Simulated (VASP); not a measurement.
Write the native input for VASP 6.6.1 that does the following.

| Property | Result |
| --- | --- |
| Task | single point |
| Functional | PBE |
| Potentials or basis | VASP PAW PBE potentials, release 64 (Ru_pv) |
| Cutoff | 520 eV |
| k mesh | 4 × 4 × 4 |
| Occupations | gaussian, width 0.1 eV |
| Spin | no spin polarisation |
| Dipole correction | no |
| Further INCAR settings | ALGO = Normal; EDIFF = 1e-07; NBANDS = 66 |

The structure of Ru lies in POSCAR:

```
Ru
1.0
   -3.1055068054      3.1055068054      3.1055068054
    3.1055068054     -3.1055068054      3.1055068054
    3.1055068054      3.1055068054     -3.1055068054
Ru
8
Direct
    0.2060000000      0.2060000000      0.2060000000
    0.5000000000      0.0000000000      0.2940000000
    0.2940000000      0.5000000000      0.0000000000
    0.0000000000      0.2940000000      0.5000000000
    0.7940000000      0.7940000000      0.7940000000
    0.5000000000      0.0000000000      0.7060000000
    0.7060000000      0.5000000000      0.0000000000
    0.0000000000      0.7060000000      0.5000000000
```

The cell was built by a generator and needn't be a form met in nature.

The input as run:

INCAR

```
SYSTEM = Ru
PREC = Accurate
ENCUT = 520
EDIFF = 1E-7
ISMEAR = 0
SIGMA = 0.1
LREAL = .False.
LASPH = .True.
NELM = 100
ALGO = Normal
ISIF = 2
LWAVE = .False.
LCHARG = .False.
GGA = PE
NBANDS = 66
```

KPOINTS

```
Automatic mesh
0
Gamma
  4 4 4
  0 0 0
```

Potentials or basis: VASP PAW PBE potentials, release 64 (Ru_pv).

Launch:

```sh
$ cat potpaw_PBE.64/Ru_pv/POTCAR > POTCAR
$ mpirun -np 1 vasp_std > vasp.out
```

Results of the run:

```yaml
Pressure: 57.2 GPa
Largest_force: 2.450 eV/Å
Band_gap_on_the_k_mesh: none (metal or under the smearing width)
```

Caveat: a pressure of tens of GPa on the cell as given is suspect, and the run, the potentials or the cell itself is likely at fault; forces of over 1 eV/Å show positions far from the minimum, so gaps and moduli don't describe the material at rest.

Run time: 40 s on 1 thread of Intel(R) Xeon(R) Platinum 8559C (Emerald Rapids) (shared host), peak memory 0.24 GiB.
